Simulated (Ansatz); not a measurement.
Born–Oppenheimer molecular dynamics of a periodic cell of 26 atoms, Cu6O7 (surface CuO(111), adsorbate O2, incident energy 5 eV, 40° from the normal). It starts from an unrelaxed structure (largest force component 4.14 eV/Å).

Computed with DFT PBE, scalar-relativistic, plane waves, PAW in Ansatz. Settings: accuracy low, PAW set soft_1, cutoff 420 eV, k mesh 2x2x1, fermi-dirac smearing 0.02 eV, spin collinear.

| Item | Value |
| --- | --- |
| ensemble | NVE (velocity Verlet) |
| time step | 1.5 fs |
| steps asked | 30 |
| starting velocities | zero, but for any typed in the input |
| atoms held | 1 to 8 |
| seed | 719148 |

Frames 1.5 fs apart, positions in Å.

Velocities at 15.0 fs (Å/ps):

```
Cu 0.00 0.00 0.00
Cu 0.00 0.00 0.00
O 0.00 0.00 0.00
O 0.00 0.00 0.00
Cu 0.00 0.00 0.00
Cu 0.00 0.00 0.00
O 0.00 0.00 0.00
O 0.00 0.00 0.00
Cu 0.04 0.00 0.01
Cu 0.03 -0.04 0.30
O -0.52 0.10 -6.68
O 0.54 -0.17 6.84
Cu -0.04 -0.01 0.02
Cu 0.00 0.01 0.15
O -0.61 -0.15 -6.36
O 0.62 0.02 6.56
Cu 0.04 -1.87 1.27
Cu 0.49 1.69 1.56
O -1.90 -2.63 -2.29
O -0.09 2.42 4.21
Cu -0.02 -1.86 1.24
Cu 0.49 1.65 1.52
O -1.90 -2.47 -2.36
O 0.01 2.14 3.99
O 45.73 6.65 -42.60
O 24.92 -6.64 -41.62
```

```xyz
26
Lattice="5.8248 0.0000 0.0000 -1.4641 6.0125 0.0000 0.0000 0.0000 18.6445" Properties=species:S:1:pos:R:3 time_fs=15.0 energy_less_start_eV=-0.553 T=2381
Cu 0.418 0.753 1.474
Cu -0.314 3.759 1.474
O 0.358 5.566 1.947
O 1.927 1.952 1.000
Cu 3.331 0.753 1.474
Cu 2.599 3.759 1.474
O 3.270 5.566 1.947
O 4.840 1.952 1.000
Cu 4.168 2.258 3.822
Cu 3.436 5.264 3.824
O -0.258 1.063 4.239
O -0.143 3.453 3.406
Cu 1.255 2.258 3.822
Cu 0.523 5.264 3.822
O 2.653 1.060 4.242
O 2.770 3.455 3.404
Cu 2.093 3.748 6.181
Cu 2.828 0.770 6.184
O 3.479 2.543 6.626
O 3.599 4.982 5.732
Cu -0.820 3.748 6.181
Cu -0.084 0.770 6.184
O 0.567 2.545 6.625
O 0.688 4.979 5.730
O -0.090 5.825 9.468
O -1.098 5.179 9.514
26
Lattice="5.8248 0.0000 0.0000 -1.4641 6.0125 0.0000 0.0000 0.0000 18.6445" Properties=species:S:1:pos:R:3 time_fs=16.5 energy_less_start_eV=-0.596 T=2401
Cu 0.418 0.753 1.474
Cu -0.314 3.759 1.474
O 0.358 5.566 1.947
O 1.927 1.952 1.000
Cu 3.331 0.753 1.474
Cu 2.599 3.759 1.474
O 3.270 5.566 1.947
O 4.840 1.952 1.000
Cu 4.168 2.258 3.822
Cu 3.436 5.264 3.824
O -0.259 1.063 4.229
O -0.143 3.453 3.417
Cu 1.255 2.258 3.822
Cu 0.523 5.264 3.823
O 2.652 1.060 4.232
O 2.771 3.455 3.414
Cu 2.093 3.745 6.183
Cu 2.829 0.773 6.186
O 3.477 2.539 6.622
O 3.599 4.986 5.738
Cu -0.820 3.745 6.182
Cu -0.083 0.772 6.186
O 0.564 2.541 6.622
O 0.688 4.983 5.736
O -0.020 5.836 9.404
O -1.062 5.169 9.452
26
Lattice="5.8248 0.0000 0.0000 -1.4641 6.0125 0.0000 0.0000 0.0000 18.6445" Properties=species:S:1:pos:R:3 time_fs=18.0 energy_less_start_eV=-0.554 T=2384
Cu 0.418 0.753 1.474
Cu -0.314 3.759 1.474
O 0.358 5.566 1.947
O 1.927 1.952 1.000
Cu 3.331 0.753 1.474
Cu 2.599 3.759 1.474
O 3.270 5.566 1.947
O 4.840 1.952 1.000
Cu 4.168 2.258 3.822
Cu 3.436 5.264 3.825
O -0.260 1.063 4.218
O -0.142 3.453 3.428
Cu 1.255 2.258 3.822
Cu 0.523 5.264 3.823
O 2.652 1.059 4.222
O 2.772 3.456 3.424
Cu 2.093 3.742 6.185
Cu 2.830 0.776 6.189
O 3.474 2.535 6.619
O 3.599 4.990 5.745
Cu -0.820 3.742 6.184
Cu -0.083 0.775 6.188
O 0.561 2.537 6.618
O 0.688 4.986 5.743
O 0.048 5.846 9.340
O -1.024 5.159 9.389
26
Lattice="5.8248 0.0000 0.0000 -1.4641 6.0125 0.0000 0.0000 0.0000 18.6445" Properties=species:S:1:pos:R:3 time_fs=19.5 energy_less_start_eV=-0.484 T=2356
Cu 0.418 0.753 1.474
Cu -0.314 3.759 1.474
O 0.358 5.566 1.947
O 1.927 1.952 1.000
Cu 3.331 0.753 1.474
Cu 2.599 3.759 1.474
O 3.270 5.566 1.947
O 4.840 1.952 1.000
Cu 4.168 2.258 3.822
Cu 3.436 5.264 3.826
O -0.261 1.062 4.207
O -0.141 3.453 3.439
Cu 1.255 2.258 3.822
Cu 0.523 5.264 3.824
O 2.651 1.058 4.212
O 2.772 3.456 3.435
Cu 2.093 3.739 6.187
Cu 2.831 0.779 6.191
O 3.471 2.530 6.615
O 3.599 4.994 5.752
Cu -0.820 3.739 6.187
Cu -0.082 0.778 6.191
O 0.558 2.532 6.614
O 0.688 4.990 5.749
O 0.113 5.853 9.277
O -0.983 5.152 9.327
26
Lattice="5.8248 0.0000 0.0000 -1.4641 6.0125 0.0000 0.0000 0.0000 18.6445" Properties=species:S:1:pos:R:3 time_fs=21.0 energy_less_start_eV=-0.435 T=2335
Cu 0.418 0.753 1.474
Cu -0.314 3.759 1.474
O 0.358 5.566 1.947
O 1.927 1.952 1.000
Cu 3.331 0.753 1.474
Cu 2.599 3.759 1.474
O 3.270 5.566 1.947
O 4.840 1.952 1.000
Cu 4.168 2.258 3.822
Cu 3.436 5.264 3.826
O -0.261 1.061 4.196
O -0.140 3.454 3.451
Cu 1.255 2.258 3.823
Cu 0.523 5.264 3.824
O 2.650 1.057 4.201
O 2.773 3.457 3.446
Cu 2.093 3.736 6.190
Cu 2.831 0.782 6.194
O 3.468 2.525 6.611
O 3.599 4.998 5.760
Cu -0.820 3.736 6.189
Cu -0.081 0.781 6.194
O 0.555 2.528 6.609
O 0.689 4.994 5.756
O 0.174 5.858 9.213
O -0.937 5.147 9.264
26
Lattice="5.8248 0.0000 0.0000 -1.4641 6.0125 0.0000 0.0000 0.0000 18.6445" Properties=species:S:1:pos:R:3 time_fs=22.5 energy_less_start_eV=-0.433 T=2335
Cu 0.418 0.753 1.474
Cu -0.314 3.759 1.474
O 0.358 5.566 1.947
O 1.927 1.952 1.000
Cu 3.331 0.753 1.474
Cu 2.599 3.759 1.474
O 3.270 5.566 1.947
O 4.840 1.952 1.000
Cu 4.168 2.258 3.822
Cu 3.436 5.263 3.828
O -0.262 1.060 4.185
O -0.140 3.455 3.463
Cu 1.255 2.258 3.823
Cu 0.523 5.264 3.825
O 2.649 1.056 4.190
O 2.774 3.458 3.458
Cu 2.093 3.732 6.192
Cu 2.832 0.785 6.197
O 3.465 2.521 6.606
O 3.600 5.003 5.767
Cu -0.821 3.732 6.192
Cu -0.080 0.784 6.196
O 0.552 2.523 6.605
O 0.689 4.999 5.763
O 0.229 5.859 9.150
O -0.886 5.146 9.201
26
Lattice="5.8248 0.0000 0.0000 -1.4641 6.0125 0.0000 0.0000 0.0000 18.6445" Properties=species:S:1:pos:R:3 time_fs=24.0 energy_less_start_eV=-0.484 T=2356
Cu 0.418 0.753 1.474
Cu -0.314 3.759 1.474
O 0.358 5.566 1.947
O 1.927 1.952 1.000
Cu 3.331 0.753 1.474
Cu 2.599 3.759 1.474
O 3.270 5.566 1.947
O 4.840 1.952 1.000
Cu 4.168 2.258 3.822
Cu 3.436 5.263 3.829
O -0.263 1.058 4.173
O -0.139 3.457 3.474
Cu 1.255 2.258 3.823
Cu 0.523 5.264 3.826
O 2.648 1.054 4.179
O 2.775 3.460 3.469
Cu 2.092 3.728 6.195
Cu 2.833 0.788 6.200
O 3.462 2.516 6.602
O 3.600 5.008 5.775
Cu -0.821 3.729 6.194
Cu -0.079 0.788 6.199
O 0.549 2.518 6.601
O 0.690 5.003 5.771
O 0.279 5.857 9.087
O -0.830 5.148 9.137
26
Lattice="5.8248 0.0000 0.0000 -1.4641 6.0125 0.0000 0.0000 0.0000 18.6445" Properties=species:S:1:pos:R:3 time_fs=25.5 energy_less_start_eV=-0.575 T=2395
Cu 0.418 0.753 1.474
Cu -0.314 3.759 1.474
O 0.358 5.566 1.947
O 1.927 1.952 1.000
Cu 3.331 0.753 1.474
Cu 2.599 3.759 1.474
O 3.270 5.566 1.947
O 4.840 1.952 1.000
Cu 4.168 2.258 3.822
Cu 3.436 5.263 3.830
O -0.263 1.055 4.162
O -0.138 3.459 3.486
Cu 1.255 2.258 3.823
Cu 0.523 5.264 3.827
O 2.648 1.051 4.168
O 2.776 3.462 3.481
Cu 2.092 3.725 6.198
Cu 2.834 0.792 6.203
O 3.459 2.511 6.598
O 3.601 5.012 5.782
Cu -0.822 3.725 6.197
Cu -0.078 0.791 6.202
O 0.547 2.514 6.596
O 0.691 5.008 5.778
O 0.324 5.852 9.024
O -0.769 5.153 9.073
```

Of the whole run (45 fs, mean temperature of the second half 2366 K): The conserved energy stayed within 0.49 meV per atom of its start (net change -0.1 meV per atom), so the integration is sound. A run of 0.045 ps of so small a system gives no equilibrium averages. Limits of this set-up: coarse k mesh, thin slab, slab without dipole correction, no dispersion correction for a molecule that may bind weakly, low accuracy level.

The run took 27 min on 4 threads of Arm Neoverse V2, with other jobs on the host, peak memory 3.7 GiB.
